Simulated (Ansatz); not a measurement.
# InPd in Ansatz: convergence with smearing width

InPd:

```
In Pd
1.0
     3.27188    0.00000    0.00000
     0.00000    3.27188    0.00000
     0.00000    0.00000    3.27188
In Pd
1 1
Cartesian
  0.0000 0.0000 0.0000
  1.6359 1.6359 1.6359
```

The cell comes from a database or a generator and needn't be the stable form of this composition.

```yaml
Program: Ansatz 0.2.0
Task: convergence study
Functional: PBE
Potentials_or_basis: Ansatz PAW
Cutoff: "420 eV (not typed: the program's choice for these potentials)"
k_mesh: 7 × 7 × 7
Occupations: gaussian, width 0.3 eV
Spin: no spin polarisation
```

These are the settings of the first run; the series varies smearing width, with any setting tied to it.

Hardware: 2 threads of Intel(R) Xeon(R) Processor @ 2.70GHz, with other jobs on the host.

```
smearing width  energy less the tightest run, at zero smearing (meV/atom)  pressure (GPa)  SCF cycles  CPU time (s)  peak memory (GiB)
        0.3 eV                                                      -2.56            3.83           6           1.3               0.31
        0.2 eV                                                      -1.55            3.85           6           1.3               0.31
       0.15 eV                                                      -1.00            3.89           6           1.2               0.31
        0.1 eV                                                      -0.46            3.97           6           1.1               0.31
       0.05 eV                                                      -0.16            4.15           6           1.1               0.31
      0.025 eV                                                      -0.11            4.25           6           1.3               0.31
       0.01 eV                                                      -0.03            4.25           6           1.3               0.31
      0.005 eV                                                       0.00            4.25           6           1.5               0.31
```

Against the tightest run, the energy stays within 1 meV/atom from 0.15 eV on; the pressure stays within 0.1 GPa from 0.025 eV on. Narrower smearing needs a denser k mesh, so at a fixed mesh the narrowest width isn't the most accurate. The tightest run that finished is the yardstick and may itself not be fully converged.
